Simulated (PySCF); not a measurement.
Choosing a molecule for a target property.

Species are written as SMILES; each is one conformer at its optimised geometry, gas phase, non-relativistic unless stated; the electronic structure was computed with PySCF and density fitting.

Dipoles, sizes and rotational constants follow the conformer. The torsions of the flexible species, by atom-mapped SMILES:
- `[CH3:1][P:2]([CH3:3])(=[O:4])[OH:5]`: H–O5–P2–C1 -126°
- `[CH2:1]=[CH:2][CH2:3][OH:4]`: C1–C2–C3–O4 133°, H–O4–C3–C2 -58°
- `[CH3:1][CH2:2][CH:3]=[O:4]`: C1–C2–C3–O4 0°
- `[O:1]=[S:2](=[O:3])([Cl:4])[c:5]1[cH:6][cH:7][cH:8][o:9]1`: O1–S2–C5–C6 -12°

(1) Wanted: electronic spatial extent ⟨r²⟩ about the centre of nuclear charge between 320 bohr² and 400 bohr² (CAM-B3LYP/def2-SVPD) and lowest triplet excitation (Tamm–Dancoff) below 6 eV (TDA CAM-B3LYP/def2-SVPD), at GFN2-xTB geometries. Which candidate meets both?
A. `C1COC1`
B. `C#Cc1cccc(Cl)c1`
C. `C=CCO`
D. `CCC=O`
E. `O=P(O)(C)C`

(2) Wanted: smallest rotational constant between 4 GHz and 6 GHz (GFN2-xTB) and dipole moment below 4 D (CAM-B3LYP/def2-SVPD), at GFN2-xTB geometries. Which candidate meets both?
A. `CP(C)(=O)O`
B. `C1COC1`
C. `C#Cc1cccc(Cl)c1`
D. `CCC=O`
E. `O=S(=O)(Cl)C1=CC=CO1`

(3) Wanted: HOMO energy below -9.3 eV (CAM-B3LYP/def2-SVPD) and lowest singlet excitation above 6 eV (TDDFT CAM-B3LYP/def2-SVPD), at GFN2-xTB geometries. Which candidate meets both?
A. `C=CCO`
B. `C#Cc1cccc(Cl)c1`
C. `CP(C)(=O)O`
D. `CCC=O`

(4) Wanted: static isotropic polarisability between 50 au and 100 au (CAM-B3LYP/def2-SVPD) and HOMO–LUMO gap below 10.2 eV (CAM-B3LYP/def2-SVPD), at GFN2-xTB geometries. Which candidate meets both?
A. `C#CC1=CC=CC(Cl)=C1`
B. `o1c(ccc1)S(=O)(=O)Cl`
C. `CP(C)(=O)O`
D. `CCC=O`
E. `C=CCO`

## Answers

(1) C. Computed values:
```csv
species,electronic spatial extent ⟨r²⟩ about the centre of nuclear charge,lowest triplet excitation (Tamm–Dancoff)
C1COC1,236 bohr²,6.57 eV
CCC=O,301 bohr²,3.80 eV
C=CCO,332 bohr²,4.48 eV
O=P(O)(C)C,502 bohr²,7.29 eV
C#Cc1cccc(Cl)c1,1538 bohr²,3.59 eV
```

(2) D. Computed values:
```
             species  smallest rotational constant  dipole moment
     C#Cc1cccc(Cl)c1                     0.679 GHz         1.56 D
O=S(=O)(Cl)C1=CC=CO1                     0.850 GHz         5.28 D
          CP(C)(=O)O                     3.641 GHz         3.02 D
               CCC=O                     4.652 GHz         2.85 D
              C1COC1                     6.839 GHz         2.05 D
```

(3) C. Computed values:
```csv
species,HOMO energy,lowest singlet excitation
CP(C)(=O)O,-9.39 eV,7.47 eV
C=CCO,-9.13 eV,6.88 eV
CCC=O,-9.00 eV,4.41 eV
C#Cc1cccc(Cl)c1,-8.30 eV,5.05 eV
```

(4) B. Computed values:
```
             species  static isotropic polarisability  HOMO–LUMO gap
               CCC=O                          40.6 au        9.53 eV
               C=CCO                          43.5 au       10.09 eV
          CP(C)(=O)O                          54.8 au       10.35 eV
o1c(ccc1)S(=O)(=O)Cl                          88.6 au        8.17 eV
  C#CC1=CC=CC(Cl)=C1                         106.8 au        7.98 eV
```
